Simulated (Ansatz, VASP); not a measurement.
ZrB in VASP and in Ansatz

```
Zr B
1.0
     0.00000    2.63315    2.19500
     2.63315    0.00000    2.19500
     2.63315    2.63315    0.00000
Zr B
1 1
Direct
  0.00000 0.00000 0.00000
  0.50000 0.50000 0.50000
```

Alike in both runs: task single point; functional LDA; k mesh 18 × 18 × 18; occupations gaussian, width 0.15 eV; no spin polarisation.

|  | VASP | Ansatz |
| --- | --- | --- |
| version | VASP 6.6.1 | Ansatz 0.2.0 |
| potentials or method | VASP PAW LDA potentials, release 64 (Zr_sv, B) | scalar-relativistic, plane waves, PAW |
| plane-wave cutoff (eV) | 520 | 520 |
| valence electrons in the cell | 15 | 15 |

|  | VASP | Ansatz | Ansatz less VASP |
| --- | --- | --- | --- |
| gap on the k mesh at the Fermi level (eV) | none | none | - |
| pressure (GPa) | -5.4 | -5.6 | -0.23 |
| largest component of the traceless stress (GPa) | 28.65 | 28.57 | -0.076 |

A gap of «none» marks a metal or a gap that the smearing closes.
